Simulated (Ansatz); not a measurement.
## InN, response to strain and stress

The parent structure is InN in the zinc blende structure (space group F-43m, No. 216; a = 4.999 Å). Axes: x, y, z lie along the cube axes.

Strains are applied to the cell and any free atomic positions relax; under biaxial strain the out-of-plane vector relaxes too; under stress the whole cell relaxes.

Computed with r2SCAN (Ansatz, a program for electronic structure), no spin-orbit coupling.

Candidates:
(a) uniaxial stress, 0.5 GPa compression along z
(b) biaxial strain +3.64 %, plane normal [111], relaxed out of plane
(c) uniaxial stress, 3 GPa compression along z
(d) strain tensor (xx, yy, zz, yz, xz, xy) = (+0.25, +0.51, −0.16, −0.47, −0.78, −0.06) %
(e) isotropic strain −1.30 %

Notes on the quantities. energy relative to the base: free energy F.

Order them by energy relative to the base, lowest first.

(a) uniaxial stress, 0.5 GPa compression along z (+0.2 meV/atom), (d) strain tensor (xx, yy, zz, yz, xz, xy) = (+0.25, +0.51, −0.16, −0.47, −0.78, −0.06) % (+1.7 meV/atom), (c) uniaxial stress, 3 GPa compression along z (+7.0 meV/atom), (e) isotropic strain −1.30 % (+11 meV/atom), (b) biaxial strain +3.64 %, plane normal [111], relaxed out of plane (+34 meV/atom)

The mesh was chosen for an insulator and is coarse for the gapless case. Beyond what the load breaks, stability against distortions was not tested. The final runs are not spin-polarised. This is not the structure that InN has at room temperature and ambient pressure.
